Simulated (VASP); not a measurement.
# SnS2 (Berndtite-2T) (P-3m1) in VASP: a series of runs

Aim: see how the results for SnS2 (Berndtite-2T) move with the level of theory and the settings. Levels: PBE, TB-mBJ. Tasks: band structure, dielectric tensor, optical spectrum.

All numbers are computed with VASP 6.6.1; they aren't measurements. Logs are shortened: lines on timing, memory, paths and dates and some standing lists are left out, and cuts for length are marked.

## (1) The structure

It takes space group P-3m1 (No. 164, trigonal). The conventional cell has a = 3.667 Å, b = 3.667 Å, c = 5.811 Å, α = 90.00°, β = 90.00°, γ = 120.00°. Around Sn (site symmetry -3m) lie 6 S at 2.58 Å. S (site symmetry 3m) has 3 Sn at 2.58 Å as nearest neighbours.

## (2) Band structure, PBE, spin-orbit coupling, no magnetisation

The input, INCAR:

```
SYSTEM = SnS2
PREC = Accurate
ENCUT = 520
EDIFF = 1E-6
ISMEAR = 0
SIGMA = 0.03
LREAL = .False.
LASPH = .True.
NELM = 80
ALGO = Fast
ISIF = 2
LWAVE = .False.
LCHARG = .False.
MAGMOM = 0 0 0 0 0 0 0 0 0
LORBIT = 11
LSORBIT = .True.
GGA_COMPAT = .False.
GGA = PE
KPAR = 2
```

The input, KPOINTS:

```
regular mesh
0
Gamma
  6 6 4
  0 0 0
```

The input, POSCAR:

```
SnS2                                    
1.0
    3.6670894307      0.0000000000      0.0000000000
   -1.8335447154      3.1757926050      0.0000000000
    0.0000000000     -0.0000000000      5.8110411771
  Sn              S             
     1     2
Direct
     0.0000000000000000    0.0000000000000000    0.0000000000000000
     0.3333333332999970    0.6666666667000030    0.2543524691518261
     0.6666666667000030    0.3333333332999970    0.7456475308481739
```

The input, KPOINTS_OPT:

```
explicit points
213
Reciprocal
 0.0000000000  0.0000000000  0.0000000000 1
 0.0357142857  0.0000000000  0.0000000000 1
 0.0714285714  0.0000000000  0.0000000000 1
 0.1071428571  0.0000000000  0.0000000000 1
 0.1428571429  0.0000000000  0.0000000000 1
 0.1785714286  0.0000000000  0.0000000000 1
[... 205 lines left out ...]
 0.5000000000  0.0000000000  0.0326872400 1
 0.5000000000  0.0000000000 -0.0326872400 1
```

Potentials or basis: VASP PAW PBE potentials, release 64 (Sn_d, S).

The run is started by

```
> cat potpaw_PBE.64/Sn_d/POTCAR potpaw_PBE.64/S/POTCAR > POTCAR
> mpirun -np 2 vasp_ncl > vasp.out
```

OUTCAR:

```text
SYSTEM = SnS2
   PREC = Accurate
   ENCUT = 520
   EDIFF = 1E-6
   ISMEAR = 0
   LREAL = .False.
   LASPH = .True.
   NELM = 80
   ISIF = 2
   LORBIT = 11
   LSORBIT = .True.
   GGA = PE

 ion  position               nearest neighbor table
   1  0.000  0.000  0.000-   2 2.58   3 2.58   3 2.58   2 2.58   3 2.58   2 2.58
   2  0.333  0.667  0.254-   1 2.58   1 2.58   1 2.58
   3  0.667  0.333  0.746-   1 2.58   1 2.58   1 2.58

  LATTYP: Found a hexagonal cell.
 ALAT       =     3.6670894307
 C/A-ratio  =     1.5846467033

  Lattice vectors:

 A1 = (   3.6670894307,   0.0000000000,   0.0000000000)
 A2 = (  -1.8335447154,   3.1757926050,   0.0000000000)
 A3 = (   0.0000000000,   0.0000000000,   5.8110411771)

Analysis of symmetry for initial positions (statically):
=====================================================================
 Subroutine PRICEL returns:
 Original cell was already a primitive cell.

 Routine SETGRP: Setting up the symmetry group for a
 hexagonal supercell.

 Subroutine GETGRP returns: Found 12 space group operations
 (whereof 12 operations were pure point group operations)
 out of a pool of 24 trial point group operations.

The static configuration has the point symmetry D_3d.

Analysis of symmetry for dynamics (positions and initial velocities):
=====================================================================
 Subroutine PRICEL returns:
 Original cell was already a primitive cell.

 Routine SETGRP: Setting up the symmetry group for a
 hexagonal supercell.

 Subroutine GETGRP returns: Found 12 space group operations
 (whereof 12 operations were pure point group operations)
 out of a pool of 24 trial point group operations.

The dynamic configuration has the point symmetry D_3d.

Analysis of structural, dynamic, and magnetic symmetry:
=====================================================================
 Subroutine PRICEL returns:
 Original cell was already a primitive cell.

 Routine SETGRP: Setting up the symmetry group for a
 hexagonal supercell.

 Subroutine GETGRP returns: Found 12 space group operations
 (whereof 12 operations were pure point group operations)
 out of a pool of 24 trial point group operations.

The overall configuration has the point symmetry D_3d.

 Subroutine INISYM returns: Found 12 space group operations
 (whereof 12 operations are pure point group operations),
 and found     1 'primitive' translations

----------------------------------------------------------------------------------------

                                     Primitive cell

  volume of cell :      67.6749

  direct lattice vectors                    reciprocal lattice vectors
     3.667089431  0.000000000  0.000000000     0.272695831  0.157441011  0.000000000
    -1.833544715  3.175792605  0.000000000     0.000000000  0.314882023  0.000000000
     0.000000000  0.000000000  5.811041177     0.000000000  0.000000000  0.172086201

  length of vectors
     3.667089431  3.667089431  5.811041177     0.314882023  0.314882023  0.172086201

  position of ions in fractional coordinates (direct lattice)
     0.000000000  0.000000000  0.000000000
     0.333333333  0.666666667  0.254352469
     0.666666667  0.333333333  0.745647531

  ion indices of the primitive-cell ions
   primitive index   ion index
                 1           1
                 2           2
                 3           3

----------------------------------------------------------------------------------------

 KPOINTS: regular mesh

Automatic generation of k-mesh.
 Grid dimensions read from file:
 generate k-points for:    6    6    4

 Generating k-lattice:

  Cartesian coordinates                     Fractional coordinates (reciprocal lattice)
[... 73 lines left out ...]
   EFERMI =   0.00;   METHOD = LEGACY
   ISMEAR =     0;   SIGMA  =   0.03  broadening in eV -4-tet -1-fermi 0-gaus
   EFERMI_NEDOS =   21; number of points for ismear=-14 and -15
   IALGO  =     68    algorithm
   IMIX   =      4    mixing-type and parameters
     AMIX     =   0.40;   BMIX     =  1.00
     AMIX_MAG =   1.60;   BMIX_MAG =  1.00
  volume/ion in A,a.u.               =      22.56       152.23
  Fermi-wavevector in a.u.,A,eV,Ry     =   1.190118  2.248997 19.271037  1.416381
  Thomas-Fermi vector in A             =   2.326210
   LORBIT       =     11    0 simple, 1 ext, 2 COOP (PROOUT), +10 PAW based schemes
   GGA     = PE    functional components
   LHFCALC =     F    Hartree Fock is set to
   AEXX    =    0.0000 exact exchange contribution
   IVDW    =     0    specifies the selected vdW correction
   LEPSILON=     F    determine dielectric tensor
   LRPA    =     F    only Hartree local field effects (RPA)
 RMM-DIIS sequential band-by-band and
 Gauss-broadening in eV      SIGMA  =   0.03
  energy-cutoff  :      520.00
  volume of cell :       67.67
 maximum number of plane-waves:      3692
 NGX is ok and might be reduce to    28
   NGX = 13   NGY = 13   NGZ = 21

 number of electron      26.0000000 magnetization       0.0000000      0.0000000      0.0000000

 number of electron      26.0000010 magnetization      -0.0000000      0.0000000      0.0000000

 number of electron      26.0000010 magnetization      -0.0000000      0.0000000     -0.0000000

 Free energy of the ion-electron system (eV)
  ---------------------------------------------------
  ext. energy  EPLUGINS =         0.00000000
  ---------------------------------------------------
  free energy    TOTEN  =       -13.19282808 eV

  energy without entropy =      -13.19282808  energy(sigma->0) =      -13.19282808

 E-fermi :   5.0098     XC(G=0):  -9.6603

 val. band max:        4.8354525459   @ k =   0.0000   0.0000   0.0000
 cond. band min:       6.1780625540   @ k =   0.5000   0.0000   0.2500
 fundamental gap:      1.3426100081
 Fermi energy:         5.0098350683

 k-point     1 :       0.0000    0.0000    0.0000
  band No.  band energies     occupation
      1     -16.7819      1.00000
      2     -16.7819      1.00000
      3     -16.7566      1.00000
      4     -16.7566      1.00000
      5     -15.7671      1.00000
      6     -15.7671      1.00000
[... 877 lines left out ...]
     33      11.7442      0.00000
     34      11.7444      0.00000

------------------------ aborting loop because EDIFF is reached ----------------------------------------

  FORCE on cell =-STRESS in cart. coord.  units (eV):
  Direction    XX          YY          ZZ          XY          YZ          ZX
  --------------------------------------------------------------------------------------
  -------------------------------------------------------------------------------------
  Total        1.0373673      1.0373673      1.0142451     -0.0000000     -0.0000000      0.0000000
  in kB       24.5592762     24.5592762     24.0118659     -0.0000000     -0.0000000      0.0000000
  external PRESSURE =      24.3768061 kB  Pullay stress =       0.0000000 kB

 VOLUME and BASIS-vectors are now :
 -----------------------------------------------------------------------------
  energy-cutoff  :      520.00
  volume of cell :       67.67
      direct lattice vectors                 reciprocal lattice vectors
     3.667089431  0.000000000  0.000000000     0.272695831  0.157441011  0.000000000
    -1.833544715  3.175792605  0.000000000     0.000000000  0.314882023  0.000000000
     0.000000000  0.000000000  5.811041177     0.000000000  0.000000000  0.172086201

 POSITION                                       TOTAL-FORCE (eV/Angst)
 -----------------------------------------------------------------------------------
      0.00000      0.00000      0.00000         0.000000      0.000000     -0.000000
     -0.00000      2.11720      1.47805         0.000000     -0.000000     -0.014268
      1.83354      1.05860      4.33299        -0.000000      0.000000      0.014268
 -----------------------------------------------------------------------------------
    total drift:                               -0.000000     -0.000000      0.000000

  FREE ENERGIE OF THE ION-ELECTRON SYSTEM (eV)
  ---------------------------------------------------
  free  energy   TOTEN  =       -13.1928280791 eV

  energy  without entropy=      -13.1928280791  energy(sigma->0) =      -13.19282808

 Spin-Orbit-Coupling matrix elements

 Ion:    1  E_soc:     -0.0860695
 l=   1
     0.0000000    -0.0083502    -0.0084001
    -0.0083502     0.0000000    -0.0083502
    -0.0084001    -0.0083502     0.0000000
 l=   2
     0.0000000    -0.0011902     0.0000000    -0.0011902    -0.0048075
    -0.0011902     0.0000000    -0.0035935    -0.0011789    -0.0011902
     0.0000000    -0.0035935     0.0000000    -0.0035935     0.0000000
    -0.0011902    -0.0011789    -0.0035935     0.0000000    -0.0011902
    -0.0048075    -0.0011902     0.0000000    -0.0011902     0.0000000
 l=   3
     0.0000000     0.0000000     0.0000000     0.0000000     0.0000000     0.0000000     0.0000000
     0.0000000     0.0000000     0.0000000     0.0000000     0.0000000     0.0000000     0.0000000
     0.0000000     0.0000000     0.0000000     0.0000000     0.0000000     0.0000000     0.0000000
     0.0000000     0.0000000     0.0000000     0.0000000     0.0000000     0.0000000     0.0000000
[... 29 lines left out ...]
 l=   2
     0.0000000     0.0000000     0.0000000     0.0000000     0.0000000
     0.0000000     0.0000000     0.0000000     0.0000000     0.0000000
     0.0000000     0.0000000     0.0000000     0.0000000     0.0000000
     0.0000000     0.0000000     0.0000000     0.0000000     0.0000000
     0.0000000     0.0000000     0.0000000     0.0000000     0.0000000
 l=   3
     0.0000000     0.0000000     0.0000000     0.0000000     0.0000000     0.0000000     0.0000000
     0.0000000     0.0000000     0.0000000     0.0000000     0.0000000     0.0000000     0.0000000
     0.0000000     0.0000000     0.0000000     0.0000000     0.0000000     0.0000000     0.0000000
     0.0000000     0.0000000     0.0000000     0.0000000     0.0000000     0.0000000     0.0000000
     0.0000000     0.0000000     0.0000000     0.0000000     0.0000000     0.0000000     0.0000000
     0.0000000     0.0000000     0.0000000     0.0000000     0.0000000     0.0000000     0.0000000
     0.0000000     0.0000000     0.0000000     0.0000000     0.0000000     0.0000000     0.0000000

 total charge

# of ion       s       p       d       tot
------------------------------------------
    1        1.021   1.032  10.140  12.193
    2        1.366   2.334   0.000   3.700
    3        1.366   2.334   0.000   3.700
--------------------------------------------------
tot          3.754   5.700  10.140  19.593

 magnetization (x)

# of ion       s       p       d       tot
------------------------------------------
    1       -0.000   0.000   0.000  -0.000
    2       -0.000   0.000   0.000  -0.000
    3       -0.000   0.000   0.000  -0.000
--------------------------------------------------
tot         -0.000   0.000   0.000  -0.000

 magnetization (y)

# of ion       s       p       d       tot
------------------------------------------
    1        0.000   0.000   0.000   0.000
    2        0.000  -0.000   0.000  -0.000
    3        0.000   0.000   0.000   0.000
--------------------------------------------------
tot          0.000   0.000   0.000   0.000

 magnetization (z)

# of ion       s       p       d       tot
------------------------------------------
    1        0.000  -0.000   0.000   0.000
    2        0.000   0.000   0.000   0.000
    3        0.000   0.000   0.000   0.000
--------------------------------------------------
tot          0.000  -0.000   0.000   0.000
```

Wall time 4.4 min (2 MPI ranks of Intel Xeon 6975P-C (Granite Rapids), shared host); peak memory 0.39 GiB.

What came out:

```
Free energy                                           : -13.1928 eV
Pressure                                              : 2.4 GPa
Largest force                                         : 0.014 eV/Å
Valence electrons inside the program's atomic spheres : Sn 12.19; S 3.70
```

Forces on the atoms (eV/Å):
```
Sn   0.000  0.000  0.000
S    0.000  0.000 -0.014
S    0.000  0.000  0.014
```

Caveat: this functional lacks dispersion, which binds the layers, so the pressure and a relaxed spacing across them are unreliable.

## (3) Band structure, TB-mBJ

POSCAR is that of step 2.

The input, INCAR.step1:

```
SYSTEM = SnS2
PREC = Accurate
ENCUT = 520
EDIFF = 1E-5
ISMEAR = 0
SIGMA = 0.03
LREAL = .False.
LASPH = .True.
NELM = 80
ALGO = Normal
ISIF = 2
LWAVE = .True.
LCHARG = .False.
KPAR = 2
GGA = PE
```

The input, INCAR.step2:

```
SYSTEM = SnS2
PREC = Accurate
ENCUT = 520
EDIFF = 1E-6
ISMEAR = 0
SIGMA = 0.03
LREAL = .False.
LASPH = .True.
NELM = 80
ALGO = Normal
ISIF = 2
LWAVE = .False.
LCHARG = .False.
METAGGA = MBJ
KPAR = 2
ISTART = 1
```

The input, KPOINTS:

```
regular mesh
0
Gamma
  9 9 5
  0 0 0
```

KPOINTS_OPT is that of step 2.

Potentials or basis: VASP PAW PBE potentials, release 64 (Sn_d, S).

The run is started by

```
> cat potpaw_PBE.64/Sn_d/POTCAR potpaw_PBE.64/S/POTCAR > POTCAR
> cp INCAR.step1 INCAR
> mpirun -np 2 vasp_std > vasp.out
> cp INCAR.step2 INCAR
> mpirun -np 2 vasp_std > vasp.out
```

Wall time 2.5 min (2 MPI ranks of Intel Xeon 6975P-C (Granite Rapids), shared host); peak memory 0.25 GiB.

The run converged. Its results:

| Item | Value |
| --- | --- |
| Band gap on the k mesh | 2.07 eV, indirect (least direct gap 2.55 eV) |
| Band gap along the path | 2.07 eV, indirect (least direct gap 2.55 eV) |

Levels at the corners of the path, in eV from the valence-band top:
| point | band 9 | band 10 | band 11 | band 12 | band 13 | band 14 | band 15 | band 16 | band 17 |
| --- | --- | --- | --- | --- | --- | --- | --- | --- | --- |
| Γ | -0.78 | -0.78 | -0.49 | -0.49 | -0.01 | 2.55 | 4.49 | 6.14 | 6.14 |
| M | -4.06 | -2.60 | -2.51 | -0.95 | -0.37 | 2.30 | 5.26 | 6.73 | 6.75 |
| M | -4.06 | -2.60 | -2.51 | -0.95 | -0.37 | 2.30 | 5.26 | 6.73 | 6.75 |
| K | -3.26 | -3.26 | -3.04 | -1.37 | -1.37 | 2.56 | 7.55 | 7.55 | 8.57 |
| K | -3.26 | -3.26 | -3.04 | -1.37 | -1.37 | 2.56 | 7.55 | 7.55 | 8.66 |
| Γ | -0.78 | -0.78 | -0.49 | -0.49 | -0.01 | 2.55 | 4.49 | 6.14 | 6.14 |
| Γ | -0.78 | -0.78 | -0.49 | -0.49 | -0.01 | 2.55 | 4.49 | 6.14 | 6.14 |
| A | -1.86 | -0.87 | -0.87 | -0.34 | -0.34 | 3.57 | 4.59 | 5.85 | 5.85 |
| A | -1.86 | -0.87 | -0.87 | -0.34 | -0.34 | 3.57 | 4.59 | 5.85 | 5.85 |
| L | -4.52 | -2.33 | -1.65 | -0.74 | -0.73 | 2.12 | 5.45 | 6.36 | 7.16 |
| L | -4.52 | -2.33 | -1.65 | -0.74 | -0.73 | 2.12 | 5.45 | 6.36 | 7.17 |
| H | -3.82 | -3.81 | -3.40 | -0.35 | -0.35 | 3.50 | 6.11 | 6.11 | 7.81 |
| H | -3.82 | -3.81 | -3.40 | -0.35 | -0.35 | 3.50 | 6.11 | 6.11 | 7.81 |
| A | -1.86 | -0.87 | -0.87 | -0.34 | -0.34 | 3.57 | 4.59 | 5.85 | 5.85 |
| L | -4.52 | -2.33 | -1.65 | -0.74 | -0.73 | 2.12 | 5.45 | 6.36 | 7.16 |
| M | -4.06 | -2.60 | -2.51 | -0.95 | -0.37 | 2.30 | 5.26 | 6.73 | 6.75 |
| K | -3.26 | -3.26 | -3.04 | -1.37 | -1.37 | 2.56 | 7.55 | 7.55 | 8.46 |
| H | -3.82 | -3.81 | -3.40 | -0.35 | -0.35 | 3.50 | 6.11 | 6.11 | 7.81 |

Caveat: the PAW data sets were made with another functional, which shifts forces and pressure a little; spin-orbit coupling is left out, which moves the levels of the heavy elements.

[end of part 1 of 3]
